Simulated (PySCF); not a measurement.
Some computed properties have been withheld. Give your best values.

Compound: 1,3-cyclohexadiene, C6H8.
Atom-mapped SMILES: `[CH:1]1=[CH:2][CH2:3][CH2:4][CH:5]=[CH:6]1` (hydrogens: H7 on C1; H8 on C2; H9, H10 on C3; H11, H12 on C4; H13 on C5; H14 on C6)

```tsv
property	level	value
point group of the GFN2-xTB geometry	GFN2-xTB	?
rotational constants A, B, C of the GFN2-xTB geometry	GFN2-xTB	?
dipole moment	PBE0/def2-SVPD	?
HOMO energy	PBE0/def2-SVPD	?
LUMO energy	PBE0/def2-SVPD	?
lowest singlet excitation	TDDFT PBE0/def2-SVPD	4.77 eV (260 nm, f = 0.116)
lowest triplet excitation (Tamm–Dancoff)	TDA PBE0/def2-SVPD	2.84 eV
static isotropic polarisability	PBE0/def2-SVPD	67.7 au
electronic spatial extent ⟨r²⟩ about the centre of nuclear charge	PBE0/def2-SVPD	501 bohr²
13C chemical shifts (computed TMS as zero) by class	GIAO PBE0/pcSseg-1	133.7 (C2/C5), 132.0 (C1/C6), 25.7 (C3/C4) ppm
1H chemical shifts (computed TMS as zero) by class	GIAO PBE0/pcSseg-1	?
```

The electronic properties come from PySCF, for the isolated species, density fitting. NMR classes are plain means over equivalent atoms (diastereotopic ones count apart unless rotation or inversion swaps them), as if these changed places fast; in this geometry the members of some classes differ.

Problem. The 1H chemical shifts (computed TMS as zero) by class?

Solution. 6.21 (H7/H14), 6.05 (H8/H13), 2.25 (H9/H10/H11/H12) ppm.

Problem. Give the point group of the GFN2-xTB geometry.

Solution. C2.

Problem. What is the dipole moment?

Solution. 0.49 D.

Problem. The HOMO energy?

Solution. -6.17 eV.

Problem. The rotational constants A, B, C of the GFN2-xTB geometry?

Solution. 5.168, 5.109, 2.730 GHz.

Problem. Give the LUMO energy.

Solution. -0.70 eV.

The largest Löwdin shares of the HOMO are 0.22 on C2, 0.22 on C5, 0.17 on C1 and 0.17 on C6. The 8 singlets span 4.77 to 7.09 eV, and their oscillator strengths add up to 0.20. The largest Löwdin shares of the LUMO are 0.22 on C5, 0.22 on C2, 0.17 on C1 and 0.17 on C6. The vertical singlet–triplet gap S1 − T1 is 1.93 eV (TDDFT singlet less Tamm–Dancoff triplet; S1: HOMO→LUMO, weight 0.98; T1: HOMO→LUMO, weight 0.96). The polarisability is 10.03 Å³ as a volume (1 au = 0.148185 Å³), or 1.54 au for each of the 44 electrons.

One conformer stands for the species.
